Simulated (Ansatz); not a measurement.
## TiAl3: how the k-point mesh moves the results

Level of theory: DFT PBEsol, scalar-relativistic, plane waves, PAW in Ansatz.

```
Ti Al
1.0
     2.81167   -0.01966   -0.01866
    -0.03241    4.64216   -0.01009
    -0.03220   -0.01056    4.93494
Ti Al
1 3
Direct
  0.97326 0.48855 0.17604
  0.50336 0.52369 0.67454
  0.47355 0.04187 0.30828
  0.00481 0.99692 0.84632
```

```
plane-wave cutoff : 420 eV
occupation rule   : Gaussian smearing, 0.1 eV
spin treatment    : unpolarised
```

The atoms stay fixed while the k-point mesh is varied. ΔE is the energy extrapolated to zero smearing, less that of the reference run (10×6×6). The cell was strained and its atoms displaced at random, so that forces don't vanish. The meshes are Γ-centred. Pressure is positive in compression.

Times are rough; the reference took 13 s on 1 thread of Intel(R) Xeon(R) Platinum 8488C (Sapphire Rapids) (shared host), peak memory 0.51 GiB.

```
  mesh  ΔE (meV/atom) P (GPa) largest change of a force component (eV/Å) irreducible points wall time (s)
 1×1×1          -1774    -8.08                                       3.274                   1           0.72
 2×2×2           -240    -0.77                                       0.157                   8            1.3
 4×2×2           14.6     1.26                                       0.117                  12            1.4
 4×4×4           40.3     1.14                                       0.211                  36            3.3
 6×4×4          -6.25     0.91                                       0.047                  52            3.6
 8×4×4           8.07     0.93                                       0.117                  68              7
10×6×6           0.00     0.92                                       0.000                 184             13
```

This form isn't the usual stable structure of the compound.